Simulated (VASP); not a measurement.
# Settings for HfB₂: vacuum levels of a slab or layer

HfB₂, slab, 6 atoms in the cell. PBE; PAW potentials Hf_pv, B (PBE set). VASP 6.6.1.

Wanted: face levels within 0.04 eV; energy within 2 meV/atom; forces within 0.02 eV/Å.

Crystal: HfB2, P6/mmm; Face: (0 0 1); Atomic planes: 4; Dipole correction: yes.

Face levels: vacuum level at each face, counted from the Fermi level.

POSCAR of the starting run:
```
HfB2
1.0
    3.1414767003      0.0000000000      0.0000000000
   -1.5707383502      2.7205986279      0.0000000000
    0.0000000000      0.0000000000     20.2365972073
Hf B
2 4
Direct
    0.0000000000      0.0000000000      0.4568718895
    0.0000000000      0.0000000000      0.6293843316
    0.6666666700      0.3333333300      0.3706156684
    0.3333333300      0.6666666700      0.3706156684
    0.6666666700      0.3333333300      0.5431281105
    0.3333333300      0.6666666700      0.5431281105
```

The series start from vacuum (Å): 15; correction: LDIPOL, IDIPOL 3, DIPOL, AMIN 0.01; k spacing (1/Å): 0.3; Cutoff ENCUT (eV): 420; SCF threshold EDIFF (eV): 1e-6; PREC: Accurate; LREAL: .FALSE.; ALGO: Normal. Each series keeps the choices made before it, and each single choice may use up half of a tolerance.

## Vacuum (Å)

| Vacuum (Å) | Face levels, largest deviation (eV) | Energy less reference (meV/atom) | Forces, largest deviation (eV/Å) | SCF iterations | Time (s) |
|---|---|---|---|---|---|
| 6 | 0.464 | 0.8 | 0.043 | 32 | 20 |
| 8 | 0.081 | 0.3 | 0.004 | 20 | 15 |
| 10 | 0.014 | 0.2 | 0.000 | 23 | 25 |
| 12 | 0.007 | 0.1 | 0.000 | 28 | 32 |
| 15 | 0.001 | 0.1 | 0.000 | 32 | 39 |
| 20 | 0.001 | 0.0 | 0.001 | 35 | 48 |
| 25 (reference) | 0.000 | 0.0 | 0.000 | 40 | 63 |

Chosen: 10, the loosest value from which every tighter one stays within half of the tolerance.

## Correction

| Correction | Face levels, largest deviation (eV) | Energy less reference (meV/atom) | Forces, largest deviation (eV/Å) | SCF iterations | Time (s) |
|---|---|---|---|---|---|
| LDIPOL, IDIPOL 3, DIPOL, AMIN 0.01 | 0.000 | 0.0 | 0.000 | 23 | 25 |
| LDIPOL, default AMIN | 0.002 | 0.0 | 0.000 | 29 | 27 |
| LDIPOL, no DIPOL | no result | no result | no result | 150 | 115 |
| IDIPOL 3 alone (energy only) | 0.761 | 2.2 | 0.025 | 23 | 21 |
| kernel truncation, coarsened | 0.049 | -0.1 | 0.001 | 28 | 28 |
| kernel truncation, full padding | 0.006 | -0.1 | 0.000 | 29 | 25 |

Chosen: LDIPOL, IDIPOL 3, DIPOL, AMIN 0.01; no other choice that stays within half of the tolerance saves 30 % of the time.

## k spacing (1/Å)

| k spacing (1/Å) | Face levels, largest deviation (eV) | Energy less reference (meV/atom) | Forces, largest deviation (eV/Å) | SCF iterations | Time (s) |
|---|---|---|---|---|---|
| 0.6 | 0.144 | 16.0 | 0.795 | 25 | 14 |
| 0.45 | 0.080 | -13.6 | 0.230 | 22 | 16 |
| 0.3 | 0.083 | 2.7 | 0.068 | 23 | 25 |
| 0.22 | 0.035 | -0.4 | 0.021 | 23 | 22 |
| 0.16 (reference) | 0.000 | 0.0 | 0.000 | 23 | 26 |

Chosen: 0.16; the next looser run is off by more than half of the tolerance, so convergence isn't shown beyond this value.

## Cutoff ENCUT (eV)

| Cutoff ENCUT (eV) | Face levels, largest deviation (eV) | Energy less reference (meV/atom) | Forces, largest deviation (eV/Å) | SCF iterations | Time (s) |
|---|---|---|---|---|---|
| 260 | 0.005 | 32.9 | 0.044 | 24 | 13 |
| 320 | 0.000 | 5.5 | 0.019 | 23 | 14 |
| 370 | 0.000 | 1.2 | 0.003 | 23 | 18 |
| 420 | 0.000 | 0.9 | 0.003 | 23 | 26 |
| 480 | 0.000 | 0.7 | 0.003 | 23 | 27 |
| 575 (reference) | 0.000 | 0.0 | 0.000 | 23 | 43 |

Chosen: 420.

## SCF threshold EDIFF (eV)

| SCF threshold EDIFF (eV) | Face levels, largest deviation (eV) | Energy less reference (meV/atom) | Forces, largest deviation (eV/Å) | SCF iterations | Time (s) |
|---|---|---|---|---|---|
| 0.001 | 0.151 | 0.3 | 0.012 | 16 | 26 |
| 0.0001 | 0.012 | 0.0 | 0.005 | 19 | 29 |
| 1e-5 | 0.004 | 0.0 | 0.002 | 20 | 32 |
| 1e-6 | 0.000 | 0.0 | 0.000 | 23 | 26 |
| 1e-7 (reference) | 0.000 | 0.0 | 0.000 | 23 | 33 |

Chosen: 0.0001.

## PREC

| PREC | Face levels, largest deviation (eV) | Energy less reference (meV/atom) | Forces, largest deviation (eV/Å) | SCF iterations | Time (s) |
|---|---|---|---|---|---|
| Accurate | 0.000 | 0.0 | 0.000 | 19 | 29 |
| Normal | 0.001 | 0.0 | 0.001 | 19 | 14 |

Chosen: Normal, the fastest of those that stay within half of the tolerance.

## LREAL

| LREAL | Face levels, largest deviation (eV) | Energy less reference (meV/atom) | Forces, largest deviation (eV/Å) | SCF iterations | Time (s) |
|---|---|---|---|---|---|
| .FALSE. | 0.000 | 0.0 | 0.000 | 19 | 14 |
| Auto | 0.000 | -0.1 | 0.005 | 19 | 16 |

Chosen: .FALSE..

## ALGO

| ALGO | Face levels, largest deviation (eV) | Energy less reference (meV/atom) | Forces, largest deviation (eV/Å) | SCF iterations | Time (s) |
|---|---|---|---|---|---|
| Normal | 0.000 | 0.0 | 0.000 | 19 | 14 |
| Fast | 0.009 | 0.0 | 0.003 | 22 | 16 |
| All | 0.062 | 0.0 | 0.106 | 39 | 33 |

Chosen: Normal.

## All choices together

| Input | Face levels, largest deviation (eV) | Energy less reference (meV/atom) | Forces, largest deviation (eV/Å) | Time (s) |
|---|---|---|---|---|
| starting input without the dipole correction (naive) | 0.734 | 2.6 | 0.076 | 36 |
| chosen settings | 0.004 | 1.1 | 0.003 | 14 |
| reference settings throughout | 0.000 | 0.0 | 0.000 | 151 |

The chosen settings stay within the tolerance of the reference run, but the reference itself isn't shown to be converged in: k spacing (1/Å).

Values of the reference run: Face levels: 4.644, 6.226 eV.

## The input

INCAR:
```
ALGO = Normal
AMIN = 0.01
DIPOL = 0.5 0.5 0.5
EDIFF = 1E-4
ENCUT = 420
GGA = PE
IDIPOL = 3
ISMEAR = 0
KPAR = 4
LASPH = True
LCHARG = False
LDIPOL = True
LREAL = False
LVACPOTAV = True
LVHAR = True
LWAVE = False
NELM = 150
PREC = Normal
SIGMA = 0.1
```

KPOINTS:
```
Automatic mesh
0
Gamma
  15 15 1
  0 0 0
```

POSCAR:
```
HfB2
1.0
    3.1414767003      0.0000000000      0.0000000000
   -1.5707383502      2.7205986279      0.0000000000
    0.0000000000      0.0000000000     15.2365972073
Hf B
2 4
Direct
    0.0000000000      0.0000000000      0.4427190869
    0.0000000000      0.0000000000      0.6718427394
    0.6666666700      0.3333333300      0.3281572606
    0.3333333300      0.6666666700      0.3281572606
    0.6666666700      0.3333333300      0.5572809131
    0.3333333300      0.6666666700      0.5572809131
```

Commands:
```
cat potpaw_PBE.64/Hf_pv/POTCAR potpaw_PBE.64/B/POTCAR > POTCAR
mpirun -np 4 vasp_std > vasp.out
```

Limits: The program found no field-free region, so the vacuum level is rough; at EDIFF = 0.0001 other algorithms or programs end up to 5.3 times the tolerance apart, so this threshold passes by luck, and a tighter one is safer.

The chosen input took VASP 6.6.1 14 s on 4 cores (AMD EPYC 9R14 (Zen 4)), a shared host.
